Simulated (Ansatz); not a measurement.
## BN: the change of energy less free atoms and pressure with volume per atom

Results calculated with Ansatz 0.2.0, not measured. Periodic Kohn-Sham DFT of a crystal at fixed atoms; pressure and stress are positive in compression; the energy is the free energy less that of spherical unpolarised free atoms; site moments are those in the method's own spheres, positive along +z.

Cell of the first row (space group F-43m, No. 216):
```
CELL_PARAMETERS angstrom
0.00000 1.77690 1.77690
1.77690 0.00000 1.77690
1.77690 1.77690 0.00000
ATOMIC_POSITIONS crystal
B 0.00000 0.00000 0.00000
N 0.75000 0.75000 0.75000
```

Settings of every row: method all-electron LAPW; functional PBE; relativity scalar; k mesh 11x11x11; filling fermi-dirac; smearing width 0.02 eV; basis error target 0.5 meV/atom; nucleus gaussian.

Atom start moment: 0 on all atoms.

| row | volume per atom (Å³) | energy less free atoms (eV/atom) | pressure (GPa) |
| --- | --- | --- | --- |
| 1 | 5.61 | -8.7053 | 24.593 |
| 2 | 5.758 | -8.7226 | 13.18 |
| 3 | 5.905 | ? | ? |
| 4 | 6.053 | -8.7285 | -6.017 |
| 5 | 6.2 | -8.7192 | -14.068 |

Question: what energy less free atoms and pressure should row 3 give?

Worked fit of energy less free atoms. Take u = (V_r/V)^(2/3) − 1 with V_r = 5.9055 Å³ an atom, which is twice the finite (Eulerian) strain; such expansions in the strain, on which the Birch-Murnaghan equation of state is built, carry the rest volume and the bulk modulus. The shown rows have u = 0.03481, 0.01701, -0.01631, -0.03192. Least squares give energy less free atoms = −8.72995 + 0.1637 × u + 15.66 × u² eV/atom; a straight line predicts inner rows, each left out in turn, worse (root mean square 0.01 against 0.0001 eV/atom). All shown rows lie on it to the printed digit. Its lowest point lies at u = -0.0052, or V = 5.952 Å³ an atom, and the curvature there gives the bulk modulus at fixed shape and fractions, B = (4/9)(1 + u)² E″(u)/V = 371 GPa. The withheld row has u = 6e-05, so the fit gives −8.72995 + 0.1637 × (6e-05) + 15.66 × (6e-05)² = -8.7299 eV/atom.

The calculation gave -8.73 eV/atom. The fit lies 0.0001 eV/atom (0.4 % of the column's range) above it, one unit of the last digit.

Worked fit of pressure. Take u = (V_r/V)^(2/3) − 1 with V_r = 5.9055 Å³ an atom, which is twice the finite (Eulerian) strain; such expansions in the strain, on which the Birch-Murnaghan equation of state is built, carry the rest volume and the bulk modulus. The shown rows have u = 0.03481, 0.01701, -0.01631, -0.03192. Least squares give pressure = 3.0313 + 575.643 × u + 1255 × u² GPa; a straight line predicts inner rows, each left out in turn, worse (root mean square 0.81 against 0.016 GPa). The rows lie off it by 0.003, -0.006, 0.007, -0.003 (root mean square 0.0051 GPa). The pressure vanishes at u = -0.0053, or V = 5.953 Å³ an atom, and there the bulk modulus at fixed shape and fractions is B = −V dP/dV = (2/3)(1 + u) dP/du = 373 GPa. The withheld row has u = 6e-05, so the fit gives 3.0313 + 575.643 × (6e-05) + 1255 × (6e-05)² = 3.066 GPa.

The calculation gave 3.024 GPa. The fit lies 0.042 GPa (1.4 % of the value, 0.11 % of the column's range) above it; its largest miss of a shown row is 0.007 GPa.
